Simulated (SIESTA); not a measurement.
The system is C.

```
C
1.0
     2.52210    0.00000    0.00000
    -1.26105    2.18420    0.00000
     0.00000    0.00000    8.23710
C
8
Cartesian
  1.2611 0.7281 6.9501
  0.0000 1.4561 2.8315
  1.2611 0.7281 5.4056
  0.0000 1.4561 1.2870
  0.0000 0.0000 7.4649
  0.0000 0.0000 3.3463
  0.0000 0.0000 4.8908
  0.0000 0.0000 0.7722
```

This is a hexagonal form of diamond, not graphite.

Base run:

| Quantity | Value |
| --- | --- |
| Program | SIESTA 5.4.2 |
| Functional | PBE |
| Potentials or basis | PseudoDojo 0.4 standard (PBE files) |
| Basis | DZP (energy shift 0.003 Ry) |
| Grid cutoff | 500 Ry |
| Energy shift | 0.003 Ry |
| k mesh | 12 × 12 × 4 |
| Occupations | fermi-dirac, width 0.05 eV |
| Spin | no spin polarisation |

Its results: band gap on the k mesh 4.56 eV, indirect (least direct gap 5.28 eV); pressure 10.8 GPa; largest force 0.331 eV/Å.

**Question.** The run is repeated on the same cell with these changes: functional from PBE to LDA; potentials or basis from PseudoDojo 0.4 standard (PBE files) to PseudoDojo 0.4 standard (LDA files). What comes out?

**Answer.** Band gap on the k mesh 4.51 eV, indirect (least direct gap 5.22 eV); pressure -2.5 GPa; largest force 0.337 eV/Å.

Caveats: the basis of atomic orbitals isn't converged, which shifts pressures, moduli and gaps.
